**Q: I grow MoS₂ films on substrates that stretch or squeeze them. What sizes should I remember?**

A: One per cent of in-plane tension takes roughly 0.2 eV off the band gap. One per cent of stretch across the layers, along c, changes it by only about 0.02 eV. In the table, "biaxial ab" means that both in-plane lengths are strained equally while c relaxes, and "clamped c" means that only c is changed. A positive strain is a stretch.

MoS₂ (P6₃/mmc, 6 atoms in the cell, a = 3.185 Å, c = 14.808 Å) under strain, atoms relaxed, computed with Ansatz 0.2.0: PBE, plane-wave PAW, scalar-relativistic, no spin polarisation, 420 eV cutoff, 12×12×2 k mesh, Gaussian smearing of 0.02 eV. Changes in energy and in the length of c are relative to the unstrained crystal; band gaps are the smallest on the k mesh, except in the three compressed rows, where the listed values are slightly lower than that.

| strain kind | strain (%) | cell freedom | energy change (meV/atom) | c change (%) | band gap (eV) |
| --- | --- | --- | --- | --- | --- |
| biaxial ab | -6 | length and tilt of c free | ? | ? | ? |
| biaxial ab | -4 | length and tilt of c free | ? | ? | ? |
| biaxial ab | -2 | length and tilt of c free | ? | ? | ? |
| biaxial ab | 2 | length and tilt of c free | 11.5 | -1.47 | 0.994 |
| biaxial ab | 4 | length and tilt of c free | 44.4 | -2.47 | 0.608 |
| biaxial ab | 6 | length and tilt of c free | 96.2 | -3.60 | 0.278 |
| clamped c | -6 | cell held, only c stretched | 0.6 | -6.00 | 1.328 |
| clamped c | -4 | cell held, only c stretched | 0.2 | -4.00 | 1.373 |
| clamped c | -2 | cell held, only c stretched | 0.1 | -2.00 | 1.412 |
| clamped c | 2 | cell held, only c stretched | 0.0 | 2.00 | 1.475 |
| clamped c | 4 | cell held, only c stretched | 0.1 | 4.00 | 1.500 |
| clamped c | 6 | cell held, only c stretched | 0.2 | 6.00 | 1.521 |
| shear ca | 2 | cell held, c moved along a by strain times its height | 0.0 | 0.02 | 1.446 |
| shear ca | 4 | cell held, c moved along a by strain times its height | 0.0 | 0.08 | 1.445 |
| shear ca | 6 | cell held, c moved along a by strain times its height | 0.1 | 0.18 | 1.445 |
| shear ca | 8 | cell held, c moved along a by strain times its height | 0.1 | 0.32 | 1.444 |
| shear ca | 12 | cell held, c moved along a by strain times its height | 0.2 | 0.72 | 1.442 |

**Q: In the stretched rows c shrinks as well. Could that be what closes the gap?**

A: Closer layers account for only a small part of it. At +6 % tension c has shrunk by 3.6 %, and the clamped rows show that pushing the layers together by this much would lower the gap by about 0.07 eV. Any thinning of the layer itself belongs to the in-plane response, which the clamped rows do not test. The whole fall is 1.446 − 0.278 = 1.168 eV. Here the cell sheared by 2 % stands in for the unstrained crystal, because shear hardly moves the gap. The shear stress does not change steadily along the series, and the shear and clamped runs carry a warning that their self-consistency threshold was loose for stresses. But I use no stresses here, and the raw output for the unstrained cell gives the same 1.446 eV.

**Q: Why is in-plane tension so effective?**

A: The states on both sides of the gap are largely Mo d states. Part of their separation comes from mixing between d orbitals on neighbouring Mo atoms, and this mixing weakens as the atoms move apart. Stretching c leaves the Mo–Mo distances within a layer unchanged and mainly alters the weak contact between layers. The raw outputs show that this is about half of the story. The smallest direct gap, expected at the zone corner K, falls from 1.664 to 1.140 eV between no strain and +6 %, a drop of 0.524 eV, while the indirect gap drops by 1.168 eV. The rest is the filled edge at the zone centre Γ rising against the one at K. That state mixes Mo d with S p orbitals pointing across the layer, and it is expected to rise as the stretched layer thins. The orbital picture is standard bonding theory and is not tested here.

**Q: Then compression should open the gap just as strongly?**

A: For a very small compression, yes: the same two states still bound the gap, and they move apart. For a large compression that need not hold. An indirect gap is the smallest distance between any filled and any empty state, wherever they sit in momentum space. If one pair moves apart quickly, another pair that responds weakly will sooner or later be the closest.

MoS₂ is known to have such a pair. Under tension the gap runs from the filled state at Γ, the zone centre, to the empty state at K, a zone corner (at +4 % the raw output has it at H, the point above K). Compression lowers the filled edge at Γ relative to the one at K. It also brings an empty valley at Q, between Γ and K, below the one at K. I therefore expect a gap from K to Q. The table does not list the band edges, so at this stage the switch is argued from known band physics.

**Q: Can you turn that into numbers?**

A: Take −2 %. For the first pair I fitted the 14 known rows by least squares, with a linear and a quadratic term in the in-plane strain and the same in the imposed c strain. Continued to −2 %, the fit gives 1.445 + 0.240 × 2 + 0.0076 × 4 ≈ 1.96 eV.

For the second pair I use a rough recalled line: 1.8 eV without strain, less 0.05 eV per per cent of compression. At −2 % that gives 1.8 − 0.05 × 2 = 1.70 eV. The lower value is the forecast.

**Q: And the energy and the c length?**

A: The energy needs a term in the square of the strain and a smaller one in its cube, because the crystal softens under tension. In compression the cubic term changes sign and adds to the cost. For c I draw a straight line through zero and the three stretched rows. Mo–S bonds resist changes of length, so squeezing the Mo atoms together should make the bonds steeper and the layer thicker.

My forecasts for −2, −4 and −6 %, in that order, are:

- band gap: 1.70 ± 0.15, 1.60 ± 0.20 and 1.50 ± 0.30 eV;
- energy change: 12.3 ± 0.5, 51 ± 2 and 118 ± 5 meV/atom;
- c change: +1.2 ± 1.0, +2.5 ± 1.5 and +3.7 ± 2.0 %.

The ranges are judgement, not statistics. They widen because both the recalled line and the fits become less certain far from zero strain. That the gap stays indirect in every row is taken from the raw outputs and is no forecast of mine.

The withheld rows as computed:

| strain kind | strain (%) | cell freedom | energy change (meV/atom) | c change (%) | band gap (eV) |
| --- | --- | --- | --- | --- | --- |
| biaxial ab | -6 | length and tilt of c free | 121.8 | 3.64 | 1.423 |
| biaxial ab | -4 | length and tilt of c free | 51.9 | 2.43 | 1.563 |
| biaxial ab | -2 | length and tilt of c free | 12.4 | 1.22 | 1.693 |

**Q: Did the gap turn down as you expected?**

A: Yes. It is 0.25 eV above the unstrained value at −2 %, and it falls from there to −6 %. All three computed gaps lie within the forecast ranges, but each forecast is too high, by 0.01, 0.04 and 0.08 eV in order of growing compression. The computed gap falls by nearly 0.07 eV per per cent, so my recalled slope was too gentle. The listed gaps are 0.002 to 0.006 eV below the smallest on the k mesh, which are 1.695, 1.566 and 1.429 eV in the same order. Perhaps a band edge lies slightly off the mesh; the raw outputs do not show how the listed values were found. The difference is too small to change the pattern.

The first pair alone would have failed badly: its continued curve overshoots by 0.26 eV at −2 % and by 1.7 eV at −6 %. That rules out this smooth continuation. The raw outputs confirm the switch: in all three compressed rows the highest filled state on the mesh is at K and the lowest empty one is at (1/6, 1/6, 0), halfway between Γ and K, which is the Q valley. The unstrained and stretched cells have their filled edge at Γ.

**Q: Where is the gap largest?**

A: Between 0 and −2 %, probably nearer −2 %. My two lines start 1.8 − 1.45 = 0.35 eV apart and close by 0.24 + 0.05 = 0.29 eV per per cent, so they cross at about 1.2 %. The gap should not reach that crossing, because the filled and the empty edge need not switch at the same strain. If the direct gap is at K, the filled edge at Γ lies 1.664 − 1.446 = 0.218 eV above the one at K without strain. This lead grows by about 0.12 eV per per cent of tension, so it should be used up only a little short of 2 % compression. The empty valley at Q, 0.206 eV below K at −2 %, should overtake K earlier, near 1 %. In between the gap is expected to run from Γ to Q and to rise only slowly, with its peak where the filled edge moves to K. No row lies between 0 and −2 %, so this sequence is an estimate.

**Q: How did the other two forecasts do?**

A: The computed energies and c changes all lie within the forecast ranges. The energy forecast is 3.5 meV/atom too low at −6 %, which suggests that terms beyond the cube begin to count. Compression by 6 % costs about 1.27 times as much as equal tension, as expected when atoms are pushed into their steeper repulsion. The c changes agree to within 0.05 percentage points, but this hit is no test. Each biaxial relaxation started from a cell whose c was already changed by −0.6 times the strain, and with layers so weakly bound c hardly moved from there. At −6 % it went from 15.341 Å in the starting cell to 15.347 Å in the relaxed one. The +2 % row fits this least well: its c change started at −1.2 % and ended at −1.47 %. In the clamped rows a 2 % change of c costs 0.1 meV/atom or less, so there is little to drive c to its true minimum. The c column therefore mostly repeats the starting guess, in the stretched and the compressed rows alike. Without the atomic positions I can't say how much of the change is thicker layers and how much is a wider space between them.

**Q: What can I carry over to a real film?**

A: Tension lowers the gap strongly and steadily. Compression first raises it, then lowers it again more gently. A gap value alone therefore does not fix the strain: at −6 % it is 1.423 eV, almost the same as without strain.

Take the pattern rather than the absolute values. PBE tends to make gaps too small, but without dispersion forces the layers sit much too far apart for real bulk MoS₂, and the clamped rows show that this widens the indirect gap, so the two errors oppose each other. Closer layers would raise the filled edge at Γ and so shift the peak. Spin–orbit coupling, also absent, would raise the filled edge at K. In the rows whose gaps are taken from the k mesh, band edges between the sampled points could lower them further. The data makers' tests on other systems suggest that a crossing of bands can be missed in this way, but none of these runs carries such a warning. Thermal and zero-point motion, which usually narrow a gap, are left out as well. The relaxations also kept the symmetry of the starting cell, so a strained film that would rather distort or slide its layers to a less symmetric arrangement would not show it here.
